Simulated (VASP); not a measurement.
Here is a VASP 6.6.1 calculation.

File INCAR:

```
PREC = Accurate ; ENCUT = 520
EDIFF = 1E-6 ; ISMEAR = 1
SIGMA = 0.1 ; LREAL = F
LASPH = T ; NELM = 80
ALGO = Normal ; ISIF = 2
LWAVE = F ; LCHARG = F
LDIPOL = T ; IDIPOL = 3
DIPOL = 0.5 0.5 0.500 ; GGA = PE
IBRION = 2 ; NSW = 80
EDIFFG = -0.02 ; KPAR = 4
```

Contents of KPOINTS:

```
Automatic mesh
0
Gamma
  13 13 1
```

File POSCAR:

```
TiN
1.0
    3.0042124600      0.0000000000      0.0000000000
    0.0000000000      3.0042124600      0.0000000000
    0.0000000000      0.0000000000     19.2485980000
Ti N
3 3
Direct
    0.5000000000      0.5000000000      0.3896387700
    0.0000000000      0.0000000000      0.5000000000
    0.5000000000      0.5000000000      0.6103612300
    0.0000000000      0.0000000000      0.3896387700
    0.5000000000      0.5000000000      0.5000000000
    0.0000000000      0.0000000000      0.6103612300
```

Potentials or basis: VASP PAW PBE potentials, release 64 (Ti_sv, N).

Run with:

```sh
$ cat potpaw_PBE.64/Ti_sv/POTCAR potpaw_PBE.64/N/POTCAR > POTCAR
$ mpirun -np 4 vasp_std > vasp.out
```

**Question.** What does it give for the energy gained by relaxing?

**Answer.** 67.5 meV/atom.

**Question.** Estimate the band gap on the k mesh.

**Answer.** None (metal or under the smearing width).

The path:
```
step  energy change (eV)  largest force (eV/Å)  pressure (GPa)
   1              0.0000                1.8874           -4.16
   2             -0.3566                0.9306           -3.41
   3             -0.3913                0.5204           -2.81
   4             -0.4048                0.0752           -3.06
   5             -0.4049                0.0457           -3.03
   6             -0.4051                0.0322           -2.99
   7             -0.4052                0.0221           -2.93
   8             -0.4052                0.0167           -2.93
```
